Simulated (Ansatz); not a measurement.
**Band table of SnSe**

```yaml
crystal:
  lattice:
    - [0.00000, 2.85169, 2.85169]
    - [2.85169, 0.00000, 2.85169]
    - [2.85169, 2.85169, 0.00000]
  atoms:
    - { symbol: Sn, position: [0.00000, 0.00000, 0.00000] }
    - { symbol: Se, position: [0.50000, 0.50000, 0.50000] }
```

The base volume is that of a database entry, with shape and atoms relaxed on PAW files at held volume, so it needn't be at zero pressure; the structure needn't be the stable phase, at rest or compressed.

All numbers are PBEsol results (scalar-relativistic) from Ansatz 0.2.0, with a Γ-centred 10×10×10 k mesh, Fermi–Dirac smearing of 0.05 eV, no spin polarisation. Methods: LAPW: all electrons, basis error target 1 meV/atom.

This run: volume at 0.85 of the series' base cell.

Spin–orbit coupling is left out, which matters for the heavy atoms.

Path points, in fractions of the reciprocal vectors: Γ (0.000, 0.000, 0.000), X (0.500, 0.000, 0.500), U (0.625, 0.250, 0.625), K (0.375, 0.375, 0.750), L (0.500, 0.500, 0.500), W (0.500, 0.250, 0.750). The distance column jumps between branches of the path. Levels in eV from the Fermi level; bands 14 to 26, counted from the lowest band of the run. The gap is zero, the pressure 9.24 GPa.

```
# k(1/Å) point b14 b15 b16 b17 b18 b19 b20 b21 b22 b23 b24 b25 b26
0.000 Γ -21.93 -21.93 -21.92 -21.92 -21.92 -15.49 -4.89 -3.06 -3.06 -3.06 4.53 4.53 4.53
0.184 - -21.93 -21.93 -21.92 -21.92 -21.92 -15.40 -5.54 -3.21 -3.21 -2.20 3.07 4.29 4.29
0.367 - -21.94 -21.93 -21.93 -21.91 -21.91 -15.15 -6.42 -3.59 -3.59 -1.10 1.30 3.73 4.29
0.551 - -21.96 -21.93 -21.92 -21.91 -21.91 -14.74 -7.08 -4.05 -4.05 -2.26 2.16 2.97 4.62
0.734 - -21.98 -21.93 -21.92 -21.90 -21.90 -14.27 -7.43 -4.47 -4.47 -4.10 2.41 4.08 5.15
0.918 - -22.00 -21.94 -21.92 -21.89 -21.89 -13.85 -7.39 -5.64 -4.75 -4.75 2.07 5.67 5.67
1.102 X -22.00 -21.94 -21.92 -21.89 -21.89 -13.68 -7.09 -6.48 -4.85 -4.85 1.96 5.90 5.90
1.167 - -22.00 -21.94 -21.92 -21.89 -21.89 -13.68 -7.08 -6.58 -4.83 -4.75 2.01 5.80 5.84
1.231 - -22.00 -21.94 -21.92 -21.89 -21.89 -13.67 -7.04 -6.84 -4.78 -4.50 2.15 5.52 5.68
1.296 - -22.00 -21.93 -21.92 -21.89 -21.89 -13.67 -7.15 -6.97 -4.70 -4.18 2.38 5.13 5.45
1.361 - -21.99 -21.93 -21.92 -21.89 -21.89 -13.67 -7.48 -6.87 -4.59 -3.84 2.66 4.67 5.20
1.426 - -21.99 -21.93 -21.92 -21.89 -21.89 -13.68 -7.79 -6.75 -4.45 -3.50 2.92 4.18 5.03
1.491 U -21.98 -21.93 -21.92 -21.90 -21.89 -13.69 -8.06 -6.60 -4.28 -3.16 3.03 3.69 5.08
2.166 K -21.98 -21.93 -21.92 -21.90 -21.89 -13.69 -8.06 -6.60 -4.28 -3.16 3.03 3.69 5.08
2.361 - -21.97 -21.94 -21.91 -21.91 -21.90 -13.86 -8.56 -6.03 -3.63 -2.11 2.29 2.32 4.80
2.555 - -21.95 -21.94 -21.91 -21.91 -21.90 -14.22 -8.46 -5.29 -2.95 -0.97 1.15 1.38 4.07
2.750 - -21.94 -21.94 -21.92 -21.91 -21.91 -14.69 -7.83 -4.48 -2.58 -0.14 0.51 1.28 3.64
2.945 - -21.94 -21.94 -21.92 -21.92 -21.91 -15.11 -6.82 -3.74 -2.71 -1.18 1.93 2.18 3.63
3.140 - -21.93 -21.93 -21.92 -21.92 -21.92 -15.39 -5.65 -3.23 -2.95 -2.32 3.50 3.59 4.09
3.334 Γ -21.93 -21.93 -21.92 -21.92 -21.92 -15.49 -4.89 -3.06 -3.06 -3.06 4.53 4.53 4.53
3.493 - -21.93 -21.93 -21.92 -21.92 -21.92 -15.42 -5.46 -3.05 -3.05 -2.57 3.87 3.99 3.99
3.652 - -21.94 -21.94 -21.92 -21.92 -21.92 -15.23 -6.49 -3.02 -3.02 -1.81 2.89 3.03 3.03
3.811 - -21.94 -21.94 -21.92 -21.91 -21.91 -14.94 -7.54 -2.96 -2.96 -1.20 2.05 2.11 2.11
3.970 - -21.94 -21.94 -21.92 -21.90 -21.90 -14.59 -8.48 -2.87 -2.87 -0.83 1.37 1.37 1.41
4.129 - -21.95 -21.95 -21.92 -21.90 -21.90 -14.28 -9.15 -2.79 -2.79 -0.65 0.87 0.87 1.00
4.288 L -21.95 -21.95 -21.92 -21.90 -21.90 -14.15 -9.41 -2.76 -2.76 -0.60 0.69 0.69 0.86
4.418 - -21.95 -21.95 -21.92 -21.90 -21.90 -14.12 -9.35 -3.25 -2.92 -0.25 -0.20 0.95 2.02
4.548 - -21.96 -21.94 -21.92 -21.90 -21.90 -14.04 -9.18 -4.12 -3.44 -0.87 0.25 1.83 3.27
4.678 - -21.96 -21.94 -21.91 -21.91 -21.90 -13.91 -8.89 -4.95 -4.24 -1.10 0.57 3.02 4.26
4.808 - -21.97 -21.94 -21.91 -21.91 -21.89 -13.78 -8.51 -5.60 -5.10 -1.14 0.86 4.06 4.63
4.937 - -21.98 -21.93 -21.91 -21.91 -21.89 -13.68 -8.10 -6.03 -5.84 -1.12 1.10 4.49 4.58
5.067 W -21.98 -21.93 -21.91 -21.91 -21.89 -13.64 -7.87 -6.17 -6.17 -1.10 1.20 4.53 4.53
5.159 - -21.98 -21.93 -21.92 -21.91 -21.89 -13.64 -7.81 -6.44 -5.88 -1.52 1.67 3.91 5.11
5.251 - -21.99 -21.93 -21.93 -21.90 -21.89 -13.65 -7.65 -6.66 -5.59 -2.32 2.62 3.31 5.63
5.343 - -21.99 -21.93 -21.92 -21.90 -21.89 -13.66 -7.38 -6.85 -5.31 -3.17 2.77 3.68 6.05
5.435 - -22.00 -21.93 -21.92 -21.89 -21.89 -13.67 -7.03 -6.98 -5.07 -3.95 2.34 4.72 6.07
5.526 - -22.00 -21.94 -21.92 -21.89 -21.89 -13.67 -7.06 -6.67 -4.91 -4.57 2.06 5.55 5.94
5.618 X -22.00 -21.94 -21.92 -21.89 -21.89 -13.68 -7.09 -6.48 -4.85 -4.85 1.96 5.90 5.90
```
